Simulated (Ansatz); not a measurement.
# Pb in Ansatz: projected density of states with PBE

Aim: the projected density of states of Pb with PBE.

Everything below comes from runs of Ansatz 0.2.0. Logs are shortened: lines on timing, memory, paths and dates and some standing lists are left out, and cuts for length are marked.

### 1 The undisturbed slab

The cell holds a slab with vacuum, 4 atoms: a = 3.480 Å, b = 3.480 Å, c = 23.385 Å, α = 90.00°, β = 90.00°, γ = 120.00°.

The slab is cut from a database's or a generator's crystal, which needn't be the stable form of the element.

### 2 Projected density of states, PBE (the (0 0 1) slab of Pb, cut from the database cell, not relaxed)

File input.yaml:

```yaml
crystal:
  lattice:
    - [3.4800006906, 0.0, 0.0]
    - [-1.7400003453, 3.0137690032, 0.0]
    - [0.0, 0.0, 23.385]
  atoms:
    - { symbol: Pb, position: [0.6666666667, 0.3333333334, 0.3207184092] }
    - { symbol: Pb, position: [0.3333333333, 0.6666666666, 0.4402394697] }
    - { symbol: Pb, position: [0.6666666667, 0.3333333334, 0.5597605303] }
    - { symbol: Pb, position: [0.3333333333, 0.6666666666, 0.6792815908] }
kpoints:
  mp_grid: { grid: [9, 9, 1] }
  band_path:
    path:
      - [0.0, 0.0, 0.0]
      - [0.5, 0.0, 0.0]
      - [0.3333333333, 0.3333333333, 0.0]
      - [0.0, 0.0, 0.0]
      - [0.0, 0.0, 0.5]
      - [0.5, 0.0, 0.5]
      - [0.3333333333, 0.3333333333, 0.5]
      - [0.0, 0.0, 0.5]
    npoints: 6
scf:
  occupations: { method: fermi_dirac, width: 0.05 }
hamiltonian:
  xc: pbe
  pseudopotentials: { kind: all_electron, lapw: { basis_error: 0.002 } }
output:
  forces: true
  stress: true
  eigenvalues: true
  fatbands: false
  dos: { projected: true, de: 0.2, e_range: [-14, 6] }
  populations: true
```

Potentials or basis: all-electron LAPW, scalar-relativistic.

Started as:

```bash
$ ansatz run input.yaml --threads 4 --pin off --max-ram 14336MiB --backend cpu --events-out ev --progress --plain --runs-dir out
```

Log:

```text
Warning: RAYON_NUM_THREADS=4 ignored (pool sized by the plan → 4); use --threads N
Pb: projections on atomic orbitals take those of the free atom 1s2 2s2 2p6 3s2 3p6 3d10 4s2 4p6 4d10 4f14 5s2 5p6 5d10 6s2 6p2, of charge +0.00 (hamiltonian.pseudopotentials.projection_atoms)
LAPW: plane waves up to 6.238 Å⁻¹, error target 2.0e-3 eV per atom; small_component_spin mean_spin; Pb in spheres of 1.721 Å, 36 of its electrons in bands, Dirac shells [] (how accurate: hamiltonian.pseudopotentials.lapw.basis_error, Limitations)
Engine: ansatz 0.2.0, aarch64-unknown-linux-gnu
Pseudopotentials: kind: all_electron
Pseudopotential: Pb, LAPW, valence charge 36, lapw/all_electron/scalar/gaussian/Pb, Koelling and Harmon's equation, gaussian nucleus
Functional definition: PBE
  parameter kappa = 0.804
  parameter beta = 0.06672455060314922
  exchange = pbe_x(kappa = kappa, mu = beta*pi^2/3)
  correlation = pbe_c(beta = beta)
Crystal: 4 atoms, lattice volume = 245.260 Å³
Basis set: ecut = 148.23271871200362 eV, 989 PW (Γ), exchange–correlation at level 2
Bands: 87, of which v1, the nominal top of the filled ones, is band 72 counted from 1 (71 counted from 0)
Symmetry: 12 space group operations
Space group: P-3m1 (ITA 164), of the structure as read, at distance tolerance 6.3e-5 Å
[... 35 lines left out ...]
--- Forces (eV/Å), atoms counted from 1 ---
  atom   1  Pb     0.00000000     0.00000000    -0.01979949
  atom   2  Pb     0.00000000    -0.00000000    -0.40937569
  atom   3  Pb    -0.00000000     0.00000000     0.40937569
  atom   4  Pb    -0.00000000    -0.00000000     0.01979949
  max |Σ_I F_I| component: 6.94e-18 eV/Å
--- Stress (GPa, compression-positive) ---
        0.827790       0.000000       0.000000
       -0.000000       0.827790      -0.000000
        0.000000      -0.000000       0.859614
  P = ⅓ Tr σ = 0.8384 GPa (8.384 kbar)
--- Band table (eV; the first three rows and the last of 12) ---
  k-point 0: bands = ["-133.8110", "-133.8110", "-133.7479", "-133.7479", "-122.8488", "-122.8488", "-122.8484", "-122.8484", "-122.8484", "-122.8484", "-122.8473", "-122.8473", "-122.8473", "-122.8473", "-122.8452", "-122.8452", "-122.8452", "-122.8452", "-122.7767", "-122.7767", "-122.7767", "-122.7767", "-122.7758", "-122.7758", "-122.7758", "-122.7758", "-122.7755", "-122.7755", "-122.7755", "-122.7755", "-122.7754", "-122.7754", "-75.6518", "-75.6518", "-75.6389", "-75.6389", "-75.6389", "-75.6389", "-75.5846", "-75.5833", "-75.5833", "-75.5830", "-75.5830", "-75.5825", "-11.2588", "-11.2547", "-11.2199", "-11.2113", "-11.2113", "-11.2034", "-11.2034", "-11.2003", "-11.1896", "-11.1896", "-11.1683", "-11.1683", "-11.1002", "-11.1002", "-11.0543", "-11.0543", "-10.9896", "-10.9896", "-10.9359", "-10.9359", "-5.8382", "-5.1088", "-3.9792", "-2.7108", "2.3637", "4.3946", "6.9214", "8.9161", "9.3520", "10.7814", "10.8246", "11.6778", "11.6778", "12.2375", "12.2375", "12.8954", "12.8954", "12.9650", "13.2923", "13.2923", "13.8486", "14.7850", "15.0113"]
  k-point 1: bands = ["-133.8110", "-133.8110", "-133.7479", "-133.7479", "-122.8488", "-122.8488", "-122.8484", "-122.8484", "-122.8484", "-122.8484", "-122.8473", "-122.8473", "-122.8473", "-122.8473", "-122.8452", "-122.8452", "-122.8452", "-122.8452", "-122.7767", "-122.7767", "-122.7767", "-122.7767", "-122.7758", "-122.7758", "-122.7758", "-122.7758", "-122.7755", "-122.7755", "-122.7755", "-122.7755", "-122.7754", "-122.7754", "-75.6517", "-75.6517", "-75.6392", "-75.6392", "-75.6390", "-75.6390", "-75.5846", "-75.5837", "-75.5834", "-75.5832", "-75.5830", "-75.5825", "-11.2523", "-11.2492", "-11.2199", "-11.2148", "-11.2113", "-11.1858", "-11.1858", "-11.1797", "-11.1762", "-11.1634", "-11.1581", "-11.1413", "-11.1125", "-11.1062", "-11.0614", "-11.0547", "-11.0022", "-10.9894", "-10.9549", "-10.9332", "-5.6220", "-4.8962", "-3.7785", "-2.5348", "2.6027", "4.5859", "7.0491", "9.0548", "9.5179", "9.6054", "10.2784", "10.6880", "10.8922", "11.0133", "11.3813", "11.5722", "11.7620", "12.4973", "13.0959", "13.3098", "14.0281", "14.4825", "14.5330"]
  k-point 2: bands = ["-133.8110", "-133.8110", "-133.7479", "-133.7479", "-122.8488", "-122.8488", "-122.8484", "-122.8484", "-122.8484", "-122.8484", "-122.8473", "-122.8473", "-122.8473", "-122.8473", "-122.8452", "-122.8452", "-122.8452", "-122.8452", "-122.7767", "-122.7767", "-122.7767", "-122.7767", "-122.7758", "-122.7758", "-122.7758", "-122.7758", "-122.7755", "-122.7755", "-122.7755", "-122.7755", "-122.7754", "-122.7754", "-75.6517", "-75.6517", "-75.6400", "-75.6400", "-75.6392", "-75.6392", "-75.5846", "-75.5845", "-75.5838", "-75.5837", "-75.5832", "-75.5826", "-11.2833", "-11.2743", "-11.2407", "-11.2040", "-11.1975", "-11.1759", "-11.1632", "-11.1542", "-11.1367", "-11.1291", "-11.1179", "-11.0949", "-11.0930", "-11.0691", "-11.0528", "-11.0346", "-11.0100", "-10.9886", "-10.9840", "-10.9278", "-4.9752", "-4.2634", "-3.1861", "-2.0245", "3.2852", "5.0026", "6.6463", "6.7594", "7.9029", "8.2203", "9.0613", "9.6841", "9.8308", "10.1928", "10.4514", "11.3709", "11.5419", "11.6146", "12.6226", "12.9447", "13.2117", "13.6093", "14.3545"]
  k-point 11: bands = ["-133.8109", "-133.8109", "-133.7479", "-133.7479", "-122.8488", "-122.8488", "-122.8484", "-122.8484", "-122.8484", "-122.8484", "-122.8473", "-122.8473", "-122.8473", "-122.8473", "-122.8452", "-122.8452", "-122.8452", "-122.8452", "-122.7767", "-122.7767", "-122.7767", "-122.7767", "-122.7758", "-122.7758", "-122.7758", "-122.7758", "-122.7755", "-122.7755", "-122.7755", "-122.7755", "-122.7754", "-122.7754", "-75.6515", "-75.6515", "-75.6408", "-75.6408", "-75.6408", "-75.6408", "-75.5854", "-75.5852", "-75.5852", "-75.5848", "-75.5832", "-75.5832", "-11.2831", "-11.2346", "-11.2346", "-11.2037", "-11.1792", "-11.1792", "-11.1090", "-11.1090", "-11.0929", "-11.0878", "-11.0821", "-11.0821", "-11.0813", "-11.0507", "-11.0239", "-10.9854", "-10.9854", "-10.9596", "-10.9304", "-10.9304", "-1.3079", "-1.3079", "-1.0744", "-1.0744", "3.2337", "3.7286", "3.7286", "3.9909", "4.8820", "4.8820", "5.0722", "6.1935", "7.7253", "7.7253", "9.6905", "9.6905", "11.2674", "12.4517", "13.2778", "13.2778", "13.8253", "14.4791", "14.4791"]
--- Löwdin populations: 4 sites ---
  site symbol       q [e]
     0     Pb     81.9694
     1     Pb     81.9839
     2     Pb     81.9839
     3     Pb     81.9694
  spilling = 0.000284 (of n_electrons = 328.000000)
```

Wall time 17 s (4 threads of Arm Neoverse V1, shared host); peak memory 0.61 GiB.

Results:

| Property | Result |
| --- | --- |
| Free energy | -2272266.0119 eV |
| Largest force | 0.409 eV/Å |
| Band gap along the path | none (metal or under the smearing width) |
| Work function | 3.80 eV |

Forces on the atoms (eV/Å):
```
Pb   0.000  0.000 -0.020
Pb   0.000  0.000 -0.409
Pb   0.000  0.000  0.409
Pb   0.000  0.000  0.020
```

Levels at the corners of the path, in eV from the Fermi level:
| point | band 70 | band 71 | band 72 | band 73 | band 74 | band 75 |
| --- | --- | --- | --- | --- | --- | --- |
| Γ | -1.41 | 1.12 | 3.11 | 3.55 | 4.98 | 5.02 |
| M | -3.39 | -2.83 | -1.91 | 0.33 | 1.82 | 2.34 |
| K | -2.07 | -2.07 | -1.81 | -0.92 | -0.92 | -0.73 |
| Γ | -1.41 | 1.12 | 3.11 | 3.55 | 4.98 | 5.02 |
| A | -1.41 | 1.12 | 3.03 | 3.90 | 4.21 | 5.88 |
| L | -3.39 | -2.83 | -1.91 | 0.33 | 1.82 | 2.34 |
| H | -2.07 | -2.07 | -1.81 | -0.92 | -0.92 | -0.73 |
| A | -1.41 | 1.12 | 3.03 | 3.90 | 4.21 | 5.88 |

States per cell in windows of 1 eV (zero at the Fermi level; states under -8 eV left out):
```csv
from (eV),total,Pb1 6p,Pb4 6p,Pb2 6p,Pb3 6p,Pb1 6s,Pb4 6s
-8.0,2.55,0.08,0.08,0.07,0.07,0.64,0.64
-7.0,1.20,0.02,0.02,0.03,0.03,0.24,0.24
-6.0,0.00,0.00,0.00,0.00,0.00,0.00,0.00
-5.0,0.00,0.00,0.00,0.00,0.00,0.00,0.00
-4.0,0.64,0.11,0.11,0.19,0.19,0.01,0.01
-3.0,2.67,0.52,0.52,0.70,0.70,0.05,0.05
-2.0,2.29,0.56,0.56,0.43,0.43,0.05,0.05
-1.0,2.23,0.59,0.59,0.38,0.38,0.05,0.05
0.0,2.20,0.55,0.55,0.42,0.42,0.04,0.04
1.0,2.80,0.73,0.73,0.51,0.51,0.04,0.04
2.0,3.04,0.72,0.72,0.61,0.61,0.03,0.03
3.0,3.61,0.65,0.65,0.76,0.76,0.03,0.03
4.0,3.27,0.50,0.50,0.62,0.62,0.01,0.01
5.0,3.82,0.34,0.34,0.40,0.40,0.01,0.01
```

Caveat: spin-orbit coupling is left out, which moves the levels of the heavy elements; the density of states is complete only up to the lowest level of the last band computed.
